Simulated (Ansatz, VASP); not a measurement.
**P: VASP beside Ansatz**

INCAR

```
SYSTEM = P
PREC = Accurate
ENCUT = 600
EDIFF = 1E-7
ISMEAR = 0
SIGMA = 0.1
LREAL = .False.
LASPH = .True.
NELM = 100
ALGO = Normal
ISIF = 3
LWAVE = .False.
LCHARG = .False.
GGA = PS
IBRION = 2
NSW = 100
EDIFFG = -0.005
```

Contents of KPOINTS:

```
regular mesh
0
Gamma
  18 18 18
  0 0 0
```

Contents of POSCAR:

```
P
1.0
    2.4195652137      0.0000000000      0.0000000000
    0.0000000000      2.4195652137      0.0000000000
    0.0000000000      0.0000000000      2.4196217998
P
1
Direct
    0.0000000000      0.0000000000      0.0000000000
```

Input for Ansatz:

```yaml
crystal:
  lattice:
    - [2.4195652137, 0.0, 0.0]
    - [0.0, 2.4195652137, 0.0]
    - [0.0, 0.0, 2.4196217998]
  atoms:
    - { symbol: P, position: [0.0, 0.0, 0.0] }
basis:
  ecutwfc: 420
kpoints:
  mp_grid: { grid: [18, 18, 18] }
hamiltonian:
  xc: pbesol
scf:
  occupations: { method: gaussian, width: 0.1 }
output:
  forces: true
  stress: true
  eigenvalues: true
relax:
  adjacent_minimum: "off"
  f_tol: 0.005
  max_steps: 80
  cell: { stress_tol: 0.05 }
```

This isn't the form of P at room conditions, which is orthorhombic.

Alike in both runs: task relaxation of cell and atoms; functional PBEsol; k mesh 18 × 18 × 18; occupations gaussian, width 0.1 eV; no spin polarisation.

```csv
,VASP,Ansatz
version,VASP 6.6.1,Ansatz 0.2.0
potentials or method,"VASP PAW PBE potentials, release 64 (P)","scalar-relativistic, plane waves, PAW"
plane-wave cutoff (eV),600,420
valence electrons in the cell,5,5
```

```csv
,VASP,Ansatz,Ansatz less VASP
"gap on the k mesh at the Fermi level, each at its own relaxed structure (eV)",none,none,-
relaxed volume (Å³/atom),14.22,14.20,-0.015
relaxed cell length with the largest relative difference (Å),2.422,2.422,-0.0009
```

A gap of «none» marks a metal or a gap that the smearing closes. Ansatz warned: «near_symmetry_operations_not_taken».

Caveats: the PAW data sets were made with another functional, which shifts forces and pressure a little (VASP). Zero-point motion and thermal expansion aren't in these numbers.
